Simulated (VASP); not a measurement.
Runs of VASP 6.6.1 on CdO (Monteponite). The structure is cubic, space group Fm-3m (No. 225). Conventional cell: a = 4.699 Å, b = 4.699 Å, c = 4.699 Å, α = 90.00°, β = 90.00°, γ = 90.00°. Cd (site symmetry m-3m) is surrounded by 6 O at 2.35 Å. O (site symmetry m-3m) is surrounded by 6 Cd at 2.35 Å. 

```tsv
task	level	cell	k mesh	cutoff (eV)	smearing	grid for exact exchange (PRECFOCK)	exchange at q = 0	mesh quality	gap on the mesh (eV)	pressure (GPa)	relaxed volume (Å³/atom)
band structure	PBEsol0	as given	5 × 5 × 5	520	fermi-dirac 0.05 eV	Normal	default	coarse	-	(a)	-
relaxation of cell and atoms	HSEsol	relaxed	5 × 5 × 5	600	fermi-dirac 0.05 eV	Normal	-	coarse	0.99	0.0	12.73
relaxation of cell and atoms	PBEsol0	relaxed	5 × 5 × 5	600	fermi-dirac 0.05 eV	Fast	default	coarse	(b)	0.0	12.71
single point	PBE	as given	10 × 10 × 10	520	gaussian 0.015 eV	-	-	not flagged	none	7.6	-
single point	PBE	as given	10 × 10 × 10	520	gaussian 0.019 eV	-	-	not flagged	none	7.6	-
```

Alike in all rows: potentials or basis VASP PAW PBE potentials, release 64 (Cd, O); no spin polarisation.

Problem. Fill in the values left out.

Solution. (a) -2.9; (b) 1.71.

Caveats: some runs use coarse meshes; the PAW data sets were made with another functional, which shifts forces and pressure a little (some runs); an odd mesh through Γ misses points on the zone boundary, where band edges often lie (some runs); this crystal is a semiconductor, whose small gap the functional closes, so the metal is an error of the method (some runs); an unscreened hybrid on a path of extra k points without a Coulomb cutoff has errors near the mesh points, so the bands along the path aren't reliable (some runs).

A k mesh can miss the band edges, and the runs leave out spin-orbit coupling on Cd.

A gap of «none» marks a metal or a gap under the smearing width.
